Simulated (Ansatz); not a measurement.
## Errors in the atomisation enthalpy at 298 K

8 molecules with nitrogen; the atomisation enthalpy at 298 K in kJ/mol, computed less measured. Shapes, held fixed at every level: PBE0-D4/def2-TZVP. Flexible molecules stand in one conformer, not always the lowest. Thermal terms are harmonic and unscaled (B3LYP/6-31G*, PBE0-D4/def2-TZVP); the spin-orbit lowering of the free atoms is taken from their spectra. Programs: Ansatz 0.2.0. Measured values: Active Thermochemical Tables, CRC Handbook of Chemistry and Physics.

Levels: A = HF/def2-TZVPP; B = PBE-D4/def2-TZVPP; C = wB97M-V/def2-TZVPP; D = MP2/def2-TZVPP.

```
                molecule  from tabulated heats      A     B    C    D
  C2H5NS (thioacetamide)                  3262  -1031  +112  +18  -53
 CH6N2 (methylhydrazine)                  2875  -1013   +82  +17  -83
   C2H7N (dimethylamine)                  3448   -989   +65  +11  -74
 C4H4N2 (succinonitrile)                  4475  -1443  +189  +12    0
C2H8N2 (ethylenediamine)                  4141  -1312   +97  +16  -93
  C3H9N (isopropylamine)                  4669  -1294   +82  +12  -86
     C3H9N (propylamine)                  4655  -1294   +82  +10  -90
     C4H9NO (butyramide)                  5833  -1696  +161  +15  -68
```

(1) Sum up the errors.

Answers

(1) 
```json
{"level": "HF/def2-TZVPP", "kind": "Hartree–Fock", "mean error": "-1259.0", "mean absolute error": "1259.0", "worst case": "C4H9NO"}
{"level": "PBE-D4/def2-TZVPP", "kind": "GGA", "mean error": "+108.8", "mean absolute error": "108.8", "worst case": "C4H4N2"}
{"level": "wB97M-V/def2-TZVPP", "kind": "range-separated hybrid", "mean error": "+13.9", "mean absolute error": "13.9", "worst case": "C2H5NS"}
{"level": "MP2/def2-TZVPP", "kind": "perturbation theory", "mean error": "-68.4", "mean absolute error": "68.4", "worst case": "C2H8N2"}
```

On this set wB97M-V/def2-TZVPP has the smallest mean absolute error and HF/def2-TZVPP the largest. HF/def2-TZVPP is too low in 8 of 8; PBE-D4/def2-TZVPP is too high in 8 of 8; wB97M-V/def2-TZVPP is too high in 8 of 8; MP2/def2-TZVPP is too low in 7 of 8. Hartree–Fock lacks correlation and underbinds. Correlated wave functions converge slowly with the basis. The set is small.
